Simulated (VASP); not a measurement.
# TePt (nod) (R-3m) in VASP: a series of runs

The runs below take TePt (nod) through single point, with PBEsol.

Everything below comes from runs of VASP 6.6.1. Logs are shortened: lines on timing, memory, paths and dates and some standing lists are left out, and cuts for length are marked.

### Step 1. Starting point

It takes space group R-3m (No. 166, trigonal). Conventional cell: a = 3.964 Å, b = 3.964 Å, c = 19.833 Å, α = 90.00°, β = 90.00°, γ = 120.00°. Te (site symmetry 3m) has 3 Pt at 2.60 Å as nearest neighbours. Around Pt (site symmetry 3m) lie 3 Te at 2.60 Å and 3 Pt at 2.71 Å.

### Step 2. Single point, PBEsol

INCAR

```
ALGO = Fast
EDIFF = 1E-7
ENCUT = 520
GGA = PS
ISIF = 2
ISMEAR = 0
LASPH = T
LCHARG = F
LREAL = F
LWAVE = F
NBANDS = 24
NELM = 100
PREC = Accurate
SIGMA = 0.1
```

KPOINTS

```
k-points
0
Gamma
  12 12 12
```

POSCAR

```
TePt
1.0
    1.9819553970      1.1442824820      6.6108690335
   -1.9819553970      1.1442824820      6.6108690335
    0.0000000000     -2.2885649640      6.6108690335
Te Pt
2 2
Direct
    0.5984788824      0.5984788824      0.5984788824
    0.4015211176      0.4015211176      0.4015211176
    0.8698134318      0.8698134318      0.8698134318
    0.1301865682      0.1301865682      0.1301865682
```

Potentials or basis: VASP PAW PBE potentials, release 64 (Te, Pt).

Launch:

```
$ cat potpaw_PBE.64/Te/POTCAR potpaw_PBE.64/Pt/POTCAR > POTCAR
$ mpirun -np 1 vasp_std > vasp.out
```

OUTCAR:

```text
EDIFF = 1E-7
   ENCUT = 520
   GGA = PS
   ISIF = 2
   ISMEAR = 0
   LASPH = T
   LREAL = F
   NELM = 100
   PREC = Accurate

 ion  position               nearest neighbor table
   1  0.598  0.598  0.598-   3 2.60   3 2.60   3 2.60   4 3.52   4 3.52   4 3.52   2 3.54   2 3.54
                             2 3.54
   2  0.402  0.402  0.402-   4 2.60   4 2.60   4 2.60   3 3.52   3 3.52   3 3.52   1 3.54   1 3.54
                             1 3.54
   3  0.870  0.870  0.870-   1 2.60   1 2.60   1 2.60   4 2.71   4 2.71   4 2.71   2 3.52   2 3.52
                             2 3.52
   4  0.130  0.130  0.130-   2 2.60   2 2.60   2 2.60   3 2.71   3 2.71   3 2.71   1 3.52   1 3.52
                             1 3.52

  LATTYP: Found a trigonal (rhomboedric) cell.
 ALAT       =     6.9957929481
 COS(alpha) =     0.8394745654

  Lattice vectors:

 A1 = (   1.9819553970,   1.1442824820,   6.6108690335)
 A2 = (  -1.9819553970,   1.1442824820,   6.6108690335)
 A3 = (   0.0000000000,  -2.2885649640,   6.6108690335)

Analysis of symmetry for initial positions (statically):
=====================================================================
 Subroutine PRICEL returns:
 Original cell was already a primitive cell.

 Routine SETGRP: Setting up the symmetry group for a
 trigonal (rhombohedral) supercell.

 Subroutine GETGRP returns: Found 12 space group operations
 (whereof 12 operations were pure point group operations)
 out of a pool of 12 trial point group operations.

The static configuration has the point symmetry D_3d.

Analysis of symmetry for dynamics (positions and initial velocities):
=====================================================================
 Subroutine PRICEL returns:
 Original cell was already a primitive cell.

 Routine SETGRP: Setting up the symmetry group for a
 trigonal (rhombohedral) supercell.

 Subroutine GETGRP returns: Found 12 space group operations
 (whereof 12 operations were pure point group operations)
 out of a pool of 12 trial point group operations.

The dynamic configuration has the point symmetry D_3d.

 Subroutine INISYM returns: Found 12 space group operations
 (whereof 12 operations are pure point group operations),
 and found     1 'primitive' translations

[... 96 lines left out ...]
   ENCUT  =  520.0 eV  38.22 Ry    6.18 a.u.  13.01 13.01 13.01*2*pi/ulx,y,z
   NELM   =    100;   NELMIN=  2; NELMDL= -5     # of ELM steps
   EDIFF  = 0.1E-06   stopping-criterion for ELM
   LREAL  =      F    real-space projection
   EDIFFG = 0.1E-05   stopping-criterion for IOM
   NSW    =      0    number of steps for IOM
   IBRION =     -1    ionic relax: 0-MD 1-quasi-New 2-CG
   NFREE  =      0    steps in history (QN), initial steepest desc. (CG)
   ISIF   =      2    stress and relaxation
   ISYM   =      2    0-nonsym 1-usesym 2-fastsym
   POTIM  = 0.5000    time-step for ionic-motion
   TEBEG  =    0.0;   TEEND  =   0.0 temperature during run
   PSTRESS=    0.0 pullay stress
   NELECT =      32.0000    total number of electrons
   NUPDOWN=      -1.0000    fix difference up-down
   EMIN   =  10.00;   EMAX   =-10.00  energy-range for DOS
   EFERMI =   0.00;   METHOD = LEGACY
   ISMEAR =     0;   SIGMA  =   0.10  broadening in eV -4-tet -1-fermi 0-gaus
   EFERMI_NEDOS =   21; number of points for ismear=-14 and -15
   IALGO  =     68    algorithm
   IMIX   =      4    mixing-type and parameters
     AMIX     =   0.40;   BMIX     =  1.00
     AMIX_MAG =   1.60;   BMIX_MAG =  1.00
  volume/ion in A,a.u.               =      22.49       151.77
  Fermi-wavevector in a.u.,A,eV,Ry     =   1.159968  2.192021 18.306976  1.345525
  Thomas-Fermi vector in A             =   2.296555
   LORBIT       =      0    0 simple, 1 ext, 2 COOP (PROOUT), +10 PAW based schemes
   GGA     = PS    functional components
   LHFCALC =     F    Hartree Fock is set to
   AEXX    =    0.0000 exact exchange contribution
   IVDW    =     0    specifies the selected vdW correction
   LEPSILON=     F    determine dielectric tensor
   LRPA    =     F    only Hartree local field effects (RPA)
 non-spin polarized calculation
 RMM-DIIS sequential band-by-band and
 Gauss-broadening in eV      SIGMA  =   0.10
  energy-cutoff  :      520.00
  volume of cell :       89.96
 maximum number of plane-waves:      2455
 NGX is ok and might be reduce to    54
   NGX = 27   NGY = 27   NGZ = 27

 number of electron      31.9999999 magnetization

 Free energy of the ion-electron system (eV)
  ---------------------------------------------------
  ext. energy  EPLUGINS =         0.00000000
  ---------------------------------------------------
  free energy    TOTEN  =       -22.36423474 eV

  energy without entropy =      -22.35642221  energy(sigma->0) =      -22.36032847

 E-fermi :   8.3627     XC(G=0): -11.0827

 val. band max:        8.3495288035   @ k =   0.5000   0.1667   0.1667
 cond. band min:       8.3861769197   @ k =   0.4167   0.4167   0.1667
 fundamental gap:      0.0366481163
 Fermi energy:         8.3626900972

 k-point     1 :       0.0000    0.0000    0.0000
  band No.  band energies     occupation
      1      -5.0051      2.00000
      2      -3.3809      2.00000
      3       1.4948      2.00000
      4       2.8486      2.00000
      5       2.8486      2.00000
      6       3.5359      2.00000
[... 637 lines left out ...]
     23      16.0112      0.00000
     24      17.6046      0.00000

 [... further k-points ...]

------------------------ aborting loop because EDIFF is reached ----------------------------------------

  FORCE on cell =-STRESS in cart. coord.  units (eV):
  Direction    XX          YY          ZZ          XY          YZ          ZX
  --------------------------------------------------------------------------------------
  -------------------------------------------------------------------------------------
  Total       -0.0902134     -0.0902134     -0.0701710      0.0000000      0.0000000      0.0000000
  in kB       -1.6067358     -1.6067358     -1.2497739      0.0000000      0.0000000      0.0000000
  external PRESSURE =      -1.4877485 kB  Pullay stress =       0.0000000 kB

 VOLUME and BASIS-vectors are now :
 -----------------------------------------------------------------------------
  energy-cutoff  :      520.00
  volume of cell :       89.96
      direct lattice vectors                 reciprocal lattice vectors
     1.981955397  1.144282482  6.610869034     0.252276111  0.145651681  0.050422014
    -1.981955397  1.144282482  6.610869034    -0.252276111  0.145651681  0.050422014
     0.000000000 -2.288564964  6.610869034     0.000000000 -0.291303361  0.050422014

 POSITION                                       TOTAL-FORCE (eV/Angst)
 -----------------------------------------------------------------------------------
      0.00000      0.00000     11.86940         0.000000     -0.000000     -0.008065
      0.00000      0.00000      7.96321         0.000000      0.000000      0.008065
      0.00000      0.00000     17.25067         0.000000      0.000000     -0.002267
      0.00000      0.00000      2.58194         0.000000      0.000000      0.002267
 -----------------------------------------------------------------------------------
    total drift:                                0.000000      0.000000      0.000000

  FREE ENERGIE OF THE ION-ELECTRON SYSTEM (eV)
  ---------------------------------------------------
  free  energy   TOTEN  =       -22.3642347364 eV

  energy  without entropy=      -22.3564222125  energy(sigma->0) =      -22.36032847
```

stdout:

```text
POSCAR found type information on POSCAR TePt
 POSCAR found :  2 types and       4 ions
 scaLAPACK will be used
 -----------------------------------------------------------------------------
|                                                                             |
|                                                                             |
|     You enforced a specific xc type in the INCAR file but a different       |
|     I HOPE YOU KNOW WHAT YOU ARE DOING!                                     |
|                                                                             |
 -----------------------------------------------------------------------------

 LDA part: xc-table for (Slater+PW92), standard interpolation
 POSCAR, INCAR and KPOINTS ok, starting setup
 FFT: planning ... GRIDC
 FFT: planning ... GRID_SOFT
 FFT: planning ... GRID
 WAVECAR not read
 entering main loop
```

It took 14 min on 1 thread of Intel Xeon Platinum 8559C (Emerald Rapids), shared host; peak memory 0.65 GiB.

Results:

- Free energy: -22.3642 eV
- Pressure: -0.1 GPa
- Largest force: 0.008 eV/Å
- Band gap on the k mesh: none (metal or under the smearing width)

Forces on the atoms (eV/Å):
```
Te   0.000  0.000 -0.008
Te   0.000  0.000  0.008
Pt   0.000  0.000 -0.002
Pt   0.000  0.000  0.002
```

Caveat: the PAW data sets were made with another functional, which shifts forces and pressure a little. The run has no spin-orbit coupling, so splittings on Pt, Te are missing.

### Step 3. Single point, PBEsol (cell and atoms relaxed tightly for response)

INCAR

```
SYSTEM = TePt
PREC = Accurate
ENCUT = 520
EDIFF = 1E-6
ISMEAR = -1
SIGMA = 0.15
LREAL = .FALSE.
LASPH = .TRUE.
NELM = 100
ALGO = Fast
ISIF = 2
LWAVE = .FALSE.
LCHARG = .TRUE.
GGA = PS
LELF = .TRUE.
LVHAR = .TRUE.
NBANDS = 24
```

KPOINTS

```
regular mesh
0
G
  12 12 12
  0 0 0
```

POSCAR

```
TePt
1.0
    1.9812746048      1.1438894264      6.6181677542
   -1.9812746048      1.1438894264      6.6181677542
    0.0000000000     -2.2877788528      6.6181677542
Te Pt
2 2
Direct
    0.5986470482      0.5986470482      0.5986470482
    0.4013529518      0.4013529518      0.4013529518
    0.8698300223      0.8698300223      0.8698300223
    0.1301699777      0.1301699777      0.1301699777
```

Potentials or basis: VASP PAW PBE potentials, release 64 (Te, Pt).

Launch:

```
$ cat potpaw_PBE.64/Te/POTCAR potpaw_PBE.64/Pt/POTCAR > POTCAR
$ mpirun -np 1 vasp_std > vasp.out
```

Wall time 26 min (1 thread of Intel Xeon Platinum 8488C (Sapphire Rapids), shared host); peak memory 0.64 GiB.

It converged, with:

```yaml
Free_energy: -22.4272 eV
Pressure: -0.2 GPa
Largest_force: 0.009 eV/Å
Band_gap_on_the_k_mesh: none (metal or under the smearing width)
```

Forces in eV/Å, atoms in the order of the input:
```
Te   0.000  0.000 -0.009
Te   0.000  0.000  0.009
Pt   0.000  0.000 -0.001
Pt   0.000  0.000  0.001
```

Levels at points of the mesh, in eV from the Fermi level:
```csv
k point,band 12,band 13,band 14,band 15,band 16,band 17,band 18,band 19,band 20,band 21
"(0.00, 0.00, 0.00)",-1.92,-1.72,0.63,0.63,0.89,1.22,2.86,2.86,4.58,6.11
"(0.50, 0.00, 0.00)",-2.52,-2.49,-1.97,-1.81,-1.05,0.34,1.32,1.96,3.77,4.78
"(0.50, 0.50, 0.00)",-2.48,-2.46,-1.79,-1.75,-1.37,-1.14,2.58,3.89,4.76,5.49
"(0.50, 0.50, 0.50)",-1.90,-1.66,-1.65,1.23,1.23,1.90,1.90,3.52,4.53,4.73
```

Caveat: the PAW data sets were made with another functional, which shifts forces and pressure a little. Spin-orbit coupling is left out, which matters for the levels of Pt, Te.
